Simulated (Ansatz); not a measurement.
MgO under changes of volume

One of the cells (11.804 Å³/atom); the others are scaled copies at fixed shape and fractional positions:

```
Mg O
1.0
     3.30779    0.00000    0.00000
    -1.65389    2.86463    0.00000
     0.00000    0.00000    4.98288
Mg O
2 2
Cartesian
  1.6539 0.9549 2.5022
  0.0000 1.9098 0.0108
  1.6539 0.9549 4.4968
  0.0000 1.9098 2.0053
```

Measurements of this composition are mostly on another form, of space group No. 225.

* Program: Ansatz 0.2.0
* Functional: PBE
* Potentials or basis: Ansatz PAW
* Cutoff: 420 eV (not typed: the program's choice for these potentials)
* k mesh: 9 × 9 × 6
* Occupations: fermi-dirac, width 0.05 eV
* Spin: no spin polarisation

```tsv
volume (Å³/atom)	energy over the lowest point (meV/atom)	pressure (GPa)	gap on the mesh (eV)	largest force (eV/Å)
11.096	?	?	?	?
11.332	21.08	9.0	3.71	0.033
11.568	9.99	6.1	3.59	0.012
11.804	3.06	3.3	3.48	0.008
12.040	0.00	0.9	3.37	0.026
12.276	0.32	-1.3	3.27	0.043
12.512	3.81	-3.4	3.17	0.059
```

Q: What does the run at 11.096 Å³/atom give?

A: Energy over the lowest point 36.80 meV/atom; pressure 12.3 GPa; gap on the mesh 3.83 eV; largest force 0.056 eV/Å.

Worked out: A Birch-Murnaghan fit of order 3 (a polynomial in V^(-2/3)) to the other rows has its minimum at 12.13 Å³/atom with B0 = V·E''(V) = 116 GPa and B' = 4.0 at fixed shape and positions, which overstates the stiffness. It gives 36.82 meV/atom at 11.096 Å³/atom, against the run's 36.80, and -dE/dV = 12.4 GPa, against 12.3. A straight line through the other rows of the gap, of slope -5.44 eV per unit of ln V (its deformation potential), extrapolates to 3.82 eV, against the run's 3.83.

Energies are extrapolated to zero smearing.

Caveats: odd divisions of the mesh miss points on the zone boundary, where band edges often lie, so the gap on the mesh can be too wide.

A mesh can miss the band edges.
